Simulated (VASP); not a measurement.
# BaTe: equation of state with PBEsol

BaTe:

```
Ba Te
1.0
     0.00000    3.41000    3.41000
     3.41000    0.00000    3.41000
     3.41000    3.41000    0.00000
Ba Te
1 1
Direct
  0.00000 0.00000 0.00000
  0.50000 0.50000 0.50000
```

```json
{
  "Program": "VASP 6.6.1",
  "Task": "equation of state",
  "Functional": "PBEsol",
  "Potentials or basis": "VASP PAW PBE potentials, release 64 (Ba_sv, Te)",
  "Cutoff": "520 eV",
  "k mesh": "7 × 7 × 7",
  "Occupations": "fermi-dirac, width 0.05 eV",
  "Spin": "no spin polarisation",
  "Ladder": "free",
  "Further INCAR settings": "ALGO = Normal; EDIFF = 1e-07; NBANDS = 15"
}
```

```json
{
 "Equilibrium volume": "42.31 Å³/atom (rough: see the caveat)",
 "Bulk modulus": "32 GPa (rough)"
}
```

Energy against volume, from the lowest point:
```
volume (Å³/atom)  energy (meV/atom)
          37.273              74.44
          38.066              50.83
          38.859              32.31
          39.652              18.40
          40.445               8.64
          41.238               2.63
          42.031               0.00
```

All runs of the series together: 2.1 min on 1 thread of Intel(R) Xeon(R) Platinum 8488C (Sapphire Rapids), on a shared host.

Caveat: the minimum lies outside the volumes run; the PAW data sets were made with another functional, which shifts forces and pressure a little. The run has no spin-orbit coupling, so splittings on Ba, Te are missing.
